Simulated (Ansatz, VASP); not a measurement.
**One calculation of Sb, two programs**

```
Sb
1.0
     2.15060    1.24165    3.74400
    -2.15060    1.24165    3.74400
     0.00000   -2.48330    3.74400
Sb
2
Direct
  0.23364 0.23364 0.23364
  0.76636 0.76636 0.76636
```

Alike in both runs: task single point; functional LDA; k mesh 9 × 9 × 9; occupations fermi-dirac, width 0.05 eV; no spin polarisation.

```csv
,VASP,Ansatz
version,VASP 6.6.1,Ansatz 0.2.0
potentials or method,"VASP PAW LDA potentials, release 64 (Sb), cutoff 520 eV","all-electron LAPW, scalar-relativistic"
```

Ansatz gave:

| Property | Result |
| --- | --- |
| pressure (GPa) | -0.8 |
| largest component of the traceless stress (GPa) | 0.26 |
| rms of the force components (eV/Å) | 0.031 |

Question: Which values does VASP return?

Answer: Pressure (GPa): -0.5; largest component of the traceless stress (GPa): 0.33; rms of the force components (eV/Å): 0.070.

Atom by atom the forces differ by 0.039 eV/Å (rms over components). Ansatz ran all-electron here, so the differences hold the error of VASP's frozen core and of both bases.
